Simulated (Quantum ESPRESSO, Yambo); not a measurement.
# Quasiparticle gap of NaF (Villiaumite) in Yambo, part 2 of 2

How does a plane-wave GW calculation on NaF (Villiaumite) run from the first input to the gap?

Quantum ESPRESSO 7.5 and Yambo 5.3.0; PBE and many-body steps on it, plane waves. Known limits of the many-body steps: not at the basis limit.

So far. Step 2 (Ground state): The gap is direct, at Γ. Step 3 (Bands along the symmetry lines): The gap is 6.390 eV, as in the run before at this level.

The database entry behind the starting cell differs from later determinations by our own check (0.1 to 0.3 % short, probably kX units), so it need not match the best structure at ambient conditions.

## (4) Empty states on the mesh, 6×6×6 mesh, 63 bands

Level of this step: DFT, PBE, plane waves, norm-conserving pseudopotentials (Quantum ESPRESSO).

The sums over transitions need many empty states on a uniform mesh; this step solves for them.

File pw.in:

```
&control
  calculation = 'nscf'
  prefix = 'x'
  outdir = 'o'
  pseudo_dir = 'pseudo'
/
&system
  ibrav = 0
  nat = 2
  ntyp = 2
  ecutwfc = 76.0
  nbnd = 63
  force_symmorphic = .true.
/
&electrons
  conv_thr = 1e-9
  electron_maxstep = 80
  diago_full_acc = .true.
  diago_thr_init = 5e-6
/
ATOMIC_SPECIES
  Na 22.99 Na.upf
  F 18.998 F.upf
CELL_PARAMETERS angstrom
  -0.0000000000 2.3100000000 2.3100000000
  2.3100000000 0.0000000000 2.3100000000
  2.3100000000 2.3100000000 0.0000000000
ATOMIC_POSITIONS crystal
  Na 0.0000000000 0.0000000000 0.0000000000
  F 0.5000000000 0.5000000000 0.5000000000
K_POINTS automatic
  6 6 6 0 0 0
```

Run with:

```sh
> OMP_NUM_THREADS=1 mpirun -n 4 pw.x -nk 4 -in pw.in > pw.out
```

The log of the run:

```text
[banner, memory and clock lines left out]
Program PWSCF v.7.5 starts

     Atomic positions and unit cell read from directory:
     o/x.save/

     Message from routine setup:
     using ibrav=0 with symmetry is DISCOURAGED, use correct ibrav instead

     G-vector sticks info

     bravais-lattice index     =            0
     lattice parameter (alat)  =       6.1734  a.u.
     unit-cell volume          =     166.3652 (a.u.)^3
     number of atoms/cell      =            2
     number of atomic types    =            2
     number of electrons       =        16.00
     number of Kohn-Sham states=           63
     kinetic-energy cutoff     =      76.0000  Ry
     charge density cutoff     =     304.0000  Ry
     Exchange-correlation= PBE
                           (   1   4   3   4   0   0   0)

     celldm(1)=   6.173420  celldm(2)=   0.000000  celldm(3)=   0.000000
     celldm(4)=   0.000000  celldm(5)=   0.000000  celldm(6)=   0.000000

     crystal axes: (cart. coord. in units of alat)
               a(1) = (  -0.000000   0.707107   0.707107 )
               a(2) = (   0.707107   0.000000   0.707107 )
               a(3) = (   0.707107   0.707107   0.000000 )

     reciprocal axes: (cart. coord. in units 2 pi/alat)
               b(1) = ( -0.707107  0.707107  0.707107 )
               b(2) = (  0.707107 -0.707107  0.707107 )
               b(3) = (  0.707107  0.707107 -0.707107 )
     Pseudo is Norm-conserving, Zval =  9.0
     Generated using ONCVPSP code by D. R. Hamann
     Using radial grid of 1992 points,  4 beta functions with:
     Pseudo is Norm-conserving + core correction, Zval =  7.0
     Generated using ONCVPSP code by D. R. Hamann
     Using radial grid of  832 points,  5 beta functions with:
     Na                9.00    22.99000     Na( 1.00)
     F                 7.00    18.99800     F ( 1.00)

     48 Sym. Ops., with inversion, found

   Cartesian axes

     site n.     atom                  positions (alat units)
         1        Na     tau(   1) = (   0.0000000   0.0000000   0.0000000  )
         2        F      tau(   2) = (   0.7071068   0.7071068   0.7071068  )

     number of k points=    16
                       cart. coord. in units 2pi/alat
        k(    1) = (   0.0000000   0.0000000   0.0000000), wk =   0.0092593
        k(    2) = (   0.1178511   0.1178511  -0.1178511), wk =   0.0740741
        k(    3) = (   0.2357023   0.2357023  -0.2357023), wk =   0.0740741
[...]
[... 4 further rows ...]
        k(   15) = (  -0.1178511  -0.3535534   0.5892557), wk =   0.2222222
        k(   16) = (  -0.7071068   0.2357023   0.0000000), wk =   0.1111111

     Dense  grid:    14841 G-vectors     FFT dimensions: (  36,  36,  36)

     The potential is recalculated from file :
     o/x.save/charge-density

     Starting wfcs are    9 randomized atomic wfcs +   54 random wfcs

     Band Structure Calculation

     End of band structure calculation

          k = 0.0000 0.0000 0.0000 (  1837 PWs)   bands (ev):

   -46.0612 -18.1124 -17.9444 -17.9444 -17.9444   0.9991   0.9991   0.9991
     7.3887  20.1552  20.1552  20.1552  22.9761  25.2676  25.2676  27.9363
    27.9363  27.9363  35.0083  35.0083  35.0083  40.3077  49.4273  49.4273
[...]
78.9951  78.9951  80.0253  87.7931  87.7931  87.7931  95.9908

          k = 0.1179 0.1179-0.1179 (  1874 PWs)   bands (ev):

[...]
85.8719  88.4543  88.4543  88.6583  88.6583  92.2298  94.4348

          k = 0.2357 0.2357-0.2357 (  1865 PWs)   bands (ev):

[...]
71.4137  72.1123  72.5279  72.5279  72.8186  72.8186  77.0148  77.9730
    77.9730  80.7681  85.1747  85.1747  87.0377  89.9279  90.2977  90.2977
    90.7916  90.7916  91.8388  91.8716  91.8716  96.0685  97.0218

          k =-0.3536-0.3536 0.3536 (  1850 PWs)   bands (ev):

     [... further k-points ...]

     highest occupied, lowest unoccupied level (ev):     0.9991    7.3887

     XML data file, pseudopotentials, collected wavefunctions
```

It took 3.5 s on 4 MPI ranks of Arm Neoverse V1, shared host; peak memory 0.21 GiB.

This step gave:

```
gap                                                           : 6.390 eV
k of the valence top                                          : 0, 0, 0
k of the conduction bottom                                    : 0, 0, 0
least direct gap                                              : 6.390 eV
k points computed                                             : 16
lowest point of the top converged band, above the valence top : 92.0876 eV
```

On this mesh the gap is 6.390 eV.

## (5) Conversion and set-up

This step: Yambo 5.3.0; conversion and set-up on PBE, plane waves, norm-conserving pseudopotentials.

The states are converted to the many-body program's format and the q mesh is built.

Run with:

```sh
> (cd o/x.save; p2y > p2y.log; mv SAVE ../..); yambo > setup.log
```

The log of the run:

```text
 Yambo, version 5.3.0

 [02] CORE Variables Setup
 =========================

  [02.01] Unit cells
  ==================

  Cell kind             :  FCC
  Atoms in the cell     :  Na  F
  number of Na atoms    :  1
  number of F  atoms    :  1

  List of atomic masses
  Mass of Na    :  22.99000
  Mass of F     :  18.99800

  List of atomic coordinates    : [cc]
  Na1       :  0.000000  0.000000  0.000000  order 1
  F1       :  4.365267  4.365267  4.365267  order 2

  Alat factors          :  4.365267  4.365267  4.365267 [a.u.]
  Direct lattice volume :  166.3652 [a.u.]
  Direct lattice vectors:  A[ 1 ]  A[ 2 ]  A[ 3 ]
   A[ 1 ]: -0.000000  1.000000  1.000000  [iru]
  -0.000000  4.365267  4.365267  [cc]
   A[ 2 ]:  1.000000  0.000000  1.000000  [iru]
   4.365267  0.000000  4.365267  [cc]
   A[ 3 ]:  1.000000  1.000000  0.000000  [iru]
   4.365267  4.365267  0.000000  [cc]

  Recip. lattice volume :  1.490998 [a.u.]
  Recip. lattice vectors:  B[ 1 ]  B[ 2 ]  B[ 3 ]
   B[ 1 ]: -0.500000  0.500000  0.500000  [iku]
  -0.719679  0.719679  0.719679  [cc]
   B[ 2 ]:  0.500000 -0.500000  0.500000  [iku]
   0.719679 -0.719679  0.719679  [cc]
   B[ 3 ]:  0.500000  0.500000 -0.500000  [iku]
   0.719679  0.719679 -0.719679  [cc]

  [02.02] Symmetries
  ==================

  Inversion symmetry    : yes
  Spatial inversion     : yes
  Inversion index       :  25
  K-space Time-reversal : no
  Magnetic symmetries   : no
  Group table correct   : yes
  Symmetries units      :  [cc]

   [S  1]:   1.0000      0.27654E-16  0.27654E-16  0.27654E-16   1.0000     -0.27654E-16 -0.27654E-16 -0.27654E-16   1.0000
   [S  2]:  -1.0000     -0.27654E-16  0.27654E-16 -0.27654E-16  -1.0000     -0.27654E-16  0.27654E-16  0.27654E-16   1.0000
   [S  3]:  -1.0000      0.27654E-16 -0.27654E-16 -0.27654E-16   1.0000      0.27654E-16  0.27654E-16 -0.27654E-16  -1.0000
[...]
[... 36 further rows ...]
   [S 47]:  0.27654E-16   1.0000     -0.27654E-16 -0.27654E-16  0.27654E-16  -1.0000       1.0000     -0.27654E-16  0.27654E-16
   [S 48]:  0.27654E-16  -1.0000      0.27654E-16 -0.27654E-16 -0.27654E-16   1.0000       1.0000      0.27654E-16 -0.27654E-16

  [02.03] Reciprocal space
  ========================

  nG shells         :  197
  nG charge         :  14841
  nG WFs            :  2428
  nC WFs            :  1874
  G-vecs. in first 19 shells:  [ Number ]
     1    9   15   27   51   59   65   89  113
    137   169   181   229   259   283   307   331   339
    387
  ...
  Shell energy in first 19 shells:  [ mHa ]
    0.00000      776.907      1035.88      2071.75      2848.66      3107.63      4143.51      4920.41      5179.38
    6215.26      6992.17      8287.01      9063.92      9322.89      10358.8      11135.7      11394.6      12430.5
    13207.4
  ...

  [02.04] K-grid lattice
  ======================

  Compatible Grid is   : 3D
[...]
WF components:  1848

  [02.05] Energies & Occupations
  ==============================

  [X] === General ===
  [X] Electronic Temperature                        :  0.000000  0.000000 [eV K]
  [X] Bosonic    Temperature                        :  0.000000  0.000000 [eV K]
  [X] Finite Temperature mode                       : no
  [X] El. density                                   :  0.64901E+24 [cm-3]
  [X] Fermi Level                                   :  0.999133 [eV]

  [X] === Gaps and Widths ===
  [X] Conduction Band Min                           :  6.389538 [eV]
  [X] Valence Band Max                              :  0.000000 [eV]
  [X] Filled Bands                                  :   8
  [X] Empty Bands                                   :    9   63
  [X] Direct Gap                                    :  6.389538 [eV]
  [X] Direct Gap localized at k                     :  1
  [X] Indirect Gap                                  :  6.389538 [eV]
  [X] Indirect Gap between kpts                     :  1  1
  [X] Last valence band width                       :  0.531617 [eV]
  [X] 1st conduction band width                     :  6.892425 [eV]

  E @ K [ 1]:  [eV]
   -47.0603     -19.1116     -18.9436     -18.9436     -18.9436    -0.435635E-8 -0.238641E-8   0.00000
    6.38954  19.15610  19.15610  19.15610  21.97694  24.26848  24.26848  26.93717
  occ @ K [ 1]
   2.000000  2.000000  2.000000  2.000000  2.000000  2.000000  2.000000  2.000000
[...]
E @ K [ 2]:  [eV]
[...]
occ @ K [ 2]
[...]
E @ K [ 3]:  [eV]
[...]
occ @ K [ 3]
[...]
E @ K [ 8]:  [eV]
[...]
occ @ K [ 8]
[...]
E @ K [ 9]:  [eV]
[...]
occ @ K [ 9]
[...]
E @ K [10]:  [eV]
[...]
occ @ K [10]
[...]
E @ K [11]:  [eV]
[...]
occ @ K [11]
[...]
E @ K [12]:  [eV]
[...]
occ @ K [12]
[...]
E @ K [13]:  [eV]
[...]
occ @ K [13]
[...]
E @ K [14]:  [eV]
[...]
occ @ K [14]
[...]
E @ K [15]:  [eV]
[...]
occ @ K [15]
[...]
E @ K [16]:  [eV]
[...]
occ @ K [16]
   2.000000  2.000000  2.000000  2.000000  2.000000  2.000000  2.000000  2.000000
   0.000000  0.000000  0.000000  0.000000  0.000000  0.000000  0.000000  0.000000

 [03] Transferred momenta grid and indexing
 ==========================================

 IBZ Q-points                                      :  16
 BZ  Q-points                                      :  216

 K/Q-points units:
 rlu = crystal or reduced units; cc = cartesian coordinates; iku = interal k-units

 Q [ 1]         [rlu]:  0.000000  0.000000  0.000000
 Q [ 2]         [rlu]:  0.23370E-16 -0.43854E-17  0.16667
 Q [ 3]         [rlu]:  0.46740E-16 -0.87708E-17  0.33333
[...]
Q [ 8]         [rlu]: -0.16938E-16  0.16667     -0.33333
 Q [ 9]         [rlu]:  0.47337E-16  0.16667     -0.16667
 Q [10]         [rlu]:  0.51449E-16  0.33333      0.33333
     [... 4 further rows ...]
 Q [15]         [rlu]:  0.166667  0.333333 -0.333333
 Q [16]         [rlu]:  0.166667 -0.500000 -0.333333

  [03.01] X indexes
  =================

   [03.01.01] Sigma indexes
   ========================

 [06] Game Over & Game summary
```

The job ended after 2.1 s (1 MPI rank; peak memory 0.24 GiB).

## (6) Screening and self-energy, 6×6×6 mesh, 63 bands, screening to 163.3 eV

Now the one-shot GW correction: screening in the RPA, then the self-energy of the levels asked for.

This step: G0W0 on PBE, plane waves, norm-conserving pseudopotentials.

File gw1.in:

```
HF_and_locXC
gw0
dyson
ppa
em1d
rim_cut
RandQpts= 1000000
RandGvec= 1 RL
EXXRLvcs= 76 Ry
VXCRLvcs= 304 Ry
Chimod= "HARTREE"
% BndsRnXp
 1 | 63 |
%
NGsBlkXp= 12 Ry
% LongDrXp
 1 | 1 | 1 |
%
% GbndRnge
 1 | 63 |
%
DysSolver= "n"
ExtendOut
PPAPntXp= 27.21138 eV
% QPkrange
 1 | 1 | 7 | 10 |
%
```

Run with:

```sh
> OMP_NUM_THREADS=1 mpirun -n 4 yambo -F gw1.in -J gw1 -C gw1 > gw1.log
```

The log of the run:

```text
 Yambo, version 5.3.0

 [02] CORE Variables Setup
 =========================

  [... cell, symmetries and grids as in the set-up ...]

  [02.05] Energies & Occupations
  ==============================

  [X] === General ===
  [X] Electronic Temperature                        :  0.000000  0.000000 [eV K]
  [X] Bosonic    Temperature                        :  0.000000  0.000000 [eV K]
  [X] Finite Temperature mode                       : no
  [X] El. density                                   :  0.64901E+24 [cm-3]
  [X] Fermi Level                                   :  0.999133 [eV]

  [X] === Gaps and Widths ===
  [X] Conduction Band Min                           :  6.389538 [eV]
  [X] Valence Band Max                              :  0.000000 [eV]
  [X] Filled Bands                                  :   8
  [X] Empty Bands                                   :    9   63
  [X] Direct Gap                                    :  6.389538 [eV]
  [X] Direct Gap localized at k                     :  1
  [X] Indirect Gap                                  :  6.389538 [eV]
  [X] Indirect Gap between kpts                     :  1  1
  [X] Last valence band width                       :  0.531617 [eV]
  [X] 1st conduction band width                     :  6.892425 [eV]

 [03] Transferred momenta grid and indexing
 ==========================================

 IBZ Q-points                                      :  16
 BZ  Q-points                                      :  216

 K/Q-points units:
 rlu = crystal or reduced units; cc = cartesian coordinates; iku = interal k-units

 Q [ 1]         [rlu]:  0.000000  0.000000  0.000000
 Q [ 2]         [rlu]:  0.23370E-16 -0.43854E-17  0.16667
 Q [ 3]         [rlu]:  0.46740E-16 -0.87708E-17  0.33333
 Q [ 4]         [rlu]: -0.72449E-16  0.10818E-16 -0.50000
 Q [ 5]         [rlu]:  0.25724E-16  0.16667      0.16667
 Q [ 6]         [rlu]:  0.23370E-16  0.16667      0.33333
 Q [ 7]         [rlu]: -0.12566E-16  0.16667      0.50000
 Q [ 8]         [rlu]: -0.16938E-16  0.16667     -0.33333
 Q [ 9]         [rlu]:  0.47337E-16  0.16667     -0.16667
 Q [10]         [rlu]:  0.51449E-16  0.33333      0.33333
     [... 4 further rows ...]
 Q [15]         [rlu]:  0.166667  0.333333 -0.333333
 Q [16]         [rlu]:  0.166667 -0.500000 -0.333333

 [04] Coloumb potential Random Integration (RIM)
 ===============================================

  [04.01] RIM initialization
  ==========================

  * Diagonal components only detected *

  8 x (sBL volume)        :  0.055222 [a.u.]
  sBZ random points       :  1000000
  Points outside the sBZ  :   7996195
  RL volume               :  1.490998 [a.u.]
  Integrated volume       :  1.491708 [a.u.]

  [04.02] RIM integrals
  =====================

  Gamma point sphere radius             :  0.069075 [a.u.]
  Points outside the sphere             :   799659
  [Int_sBZ(q=0) 1/q^2]*(Vol_sBZ)^(-1/3) =:  7.764404
                                 should be <:  7.795600

  Summary of Coulomb integrals for non-metallic bands |Q|[au] RIM/Bare

  Q [1] 0.100000E-4 0.995998 * Q [2] 0.207754 1.065683
  Q [5] 0.239893 1.063731 * Q [9] 0.339260 1.025994
  Q [6] 0.397818 1.019604 * Q [3] 0.415507 1.017314
  Q [10] 0.479786 1.013697 * Q [8] 0.522835 1.010763
  Q [14] 0.536417 1.010819 * Q [7] 0.587616 1.008998
  Q [11] 0.623261 1.008132 * Q [4] 0.623261 1.007575
  Q [12] 0.678520 1.006539 * Q [15] 0.709613 1.006052
  Q [13] 0.719679 1.006039 * Q [16] 0.758609 1.005530

 [05] Dipoles
 ============

  [05.01] Setup: observables and procedures
  =========================================

 [06] Dynamic Dielectric Matrix (PPA)
 ====================================

 [WR./gw1//ndb.pp]---------------------------------------------------------------
  Brillouin Zone Q/K grids (IBZ/BZ)                :   16  216   16  216
  RL vectors                                       :  2445 [WF]
  Coulomb cutoff potential                         : none
  Electronic Temperature                           :  0.000000 [K]
  Bosonic    Temperature                           :  0.000000 [K]
  PPA    diel. fun.  energies                      : Perdew, Burke & Ernzerhof(X)+Perdew, Burke & Ernzerhof(C)
  wavefunctions                                    : Perdew, Burke & Ernzerhof(X)+Perdew, Burke & Ernzerhof(C)
  Global Gauge                                     : length
  X matrix size                                    :  137
  X band range                                     :    1   63
  X e/h energy range                               : -1.000000 -1.000000 [eV]
  X Time ordering                                  : R
  X Hxc Kernel                                     : HARTREE
  X Drude frequency                                :  0.000000  0.000000
  X poles                                          :  100.0000 [o/o]
  RL vectors in the sum                            :  2445
  [r,Vnl] included                                 : yes
  Field direction                                  :  0.577350E-5  0.577350E-5  0.577350E-5
  BZ energy Double Grid                            : no
  BZ energy DbGd points                            : 0
  BZ Q point size factor                           : -1.000000
  X Optical Averaged directions                    : none

 [07] Local Exchange-Correlation + Non-Local Fock
 ================================================

 [VXC] Plane waves :  14841
 [EXS] Plane waves :  1893

 QP @ state[ 1 ] K range:  1  1
 QP @ state[ 1 ] b range:   7  10

 [xc] Functional : Perdew, Burke & Ernzerhof(X)+Perdew, Burke & Ernzerhof(C)
 [xc] LIBXC used to calculate xc functional
  PP Number of Atomic Species                      :  2
  NLCC RL compoments                               :  14841
  PP Number of Atomic Species                      :  2
  NLCC RL compoments                               :  14841

 [xc] E_xc :  -11.60134 [Ha]
      E_xc :  -23.20269 [Ry]

  Local XC kind (lXC) : Perdew, Burke & Ernzerhof(X)+Perdew, Burke & Ernzerhof(C)
  Non-Local XC kind (nlXC) : Hartree-Fock

  Corrections @ K [1] :  [eV]
 <7|nlXC|7> = -30.18504 -0.52298E-17 <7|lXC|7> = -22.50797  0.16522E-15
 <8|nlXC|8> = -30.18499  0.36725E-17 <8|lXC|8> = -22.50797 -0.37763E-15
 <9|nlXC|9> = -5.346384 -0.70372E-18 <9|lXC|9> = -9.465278 -0.94508E-16
 <10|nlXC|10> = -2.176638 -0.44572E-18 <10|lXC|10> = -7.169316 -0.47199E-16

 [08] Dyson equation: Newton solver
 ==================================

  [08.01] G0W0 (W PPA)
  ====================

  [  GW  ] Bands range     :    1   63
  [GW/PPA] G damping       :  0.100000 [eV]

  QP @ state[ 1 ] K range:  1  1
  QP @ state[ 1 ] b range:   7  10

   Sc/G bands                                       :    1   63
   Sc/G damping                                     :  0.100000 ev
   Sc bands terminator                              : no
   Sx RL components                                 :  1893

   QP @ state[ 1 ] K range                          :  1  1
   QP @ state[ 1 ] b range                          :   7  10
   GF energies kind                                 : Perdew, Burke & Ernzerhof(X)+Perdew, Burke & Ernzerhof(C)
   GF WF`s kind                                     : Perdew, Burke & Ernzerhof(X)+Perdew, Burke & Ernzerhof(C)
   Xs energies kind                                 : Perdew, Burke & Ernzerhof(X)+Perdew, Burke & Ernzerhof(C)
   Xs WF`s kind                                     : Perdew, Burke & Ernzerhof(X)+Perdew, Burke & Ernzerhof(C)

 [11] Game Over & Game summary
```

It took 54 s on 4 MPI ranks; peak memory 1.3 GiB.

Numbers from this step:

* G0W0 gap on the points computed: 10.39 eV
* starting gap on the mesh: 6.390 eV
* k of the valence top: 0, 0, 0
* k of the conduction bottom: 0, 0, 0
* least direct G0W0 gap on the computed points: 10.39 eV
* Z at the valence top: 0.8238
* Z at the conduction bottom: 0.9043

The gap on the mesh goes from 6.39 eV to 10.39 eV, a correction of +4.00 eV.

Limits: finite bands, cutoff and mesh. v1 is the top filled band, c1 the lowest empty one. The levels before and after the correction (eV, zero at the valence-band top of each column):

|  | conduction bottom | valence top |
| --- | --- | --- |
| Kohn-Sham | 6.39 | 0.00 |
| G0W0 | 10.39 | 0.00 |

|  | level | energy (eV) |
| --- | --- | --- |
| Kohn-Sham | Γ v2-v1 | 0.000 |
| Kohn-Sham | Γ c1 | 6.390 |
| Kohn-Sham | Γ c2 | 19.156 |
| G0W0 | Γ v2-v1 | 0.000 |
| G0W0 | Γ c1 | 10.393 |
| G0W0 | Γ c2 | 23.458 |

## (7) Where the time went

Times are wall times on the hardware named with each run, good to a factor of about two.

```
                          step   time  share  memory (GiB)
                  ground state  3.7 s    6 %           0.2
bands along the symmetry lines  2.1 s    3 %          0.18
      empty states on the mesh  3.5 s    5 %          0.21
         conversion and set-up  2.1 s    3 %          0.24
     screening and self-energy   54 s   83 %           1.3
```

## (8) Outcome

```json
{"PBE gap": "6.39 eV, direct", "G0W0 gap on the mesh": "10.39 eV", "GW settings": "6×6×6 mesh, 63 bands, screening to 163.3 eV, Godby-Needs plasmon pole", "known limits": "not at the basis limit"}
```

In words: G0W0 moves the gap on the mesh from 6.39 eV to 10.39 eV (+4.00 eV), with Z of 0.82 and 0.90 at the edges. Only 1 of the mesh's irreducible points was corrected, so a valley elsewhere could overtake. The dearest step here is «screening and self-energy». Bands and cutoff are finite, so the gap is not at the basis limit. The miss can reach some tenths of an eV and take either sign; the mesh is an error of its own. In the G0W0 run levels were corrected at 1 k point alone, so a gap called «on the mesh» is the least over those, and an edge elsewhere would be missed.

[Paths, hosts, dates, memory and timing lines, banners, echoed tables and standing remarks are left out of the program output.]

[Logs are printed without paths, hosts, clocks, repeated set-up lines and the standing remarks that a program may print on its own settings, such as how far it seeks lower states.]

[Runs of the session that timed out or met a known fault of the program may be left out.]

[Hosts, paths, dates, database ids (printed as entryN), source tags and the programs' standing remarks are cut or masked in the printed files.]
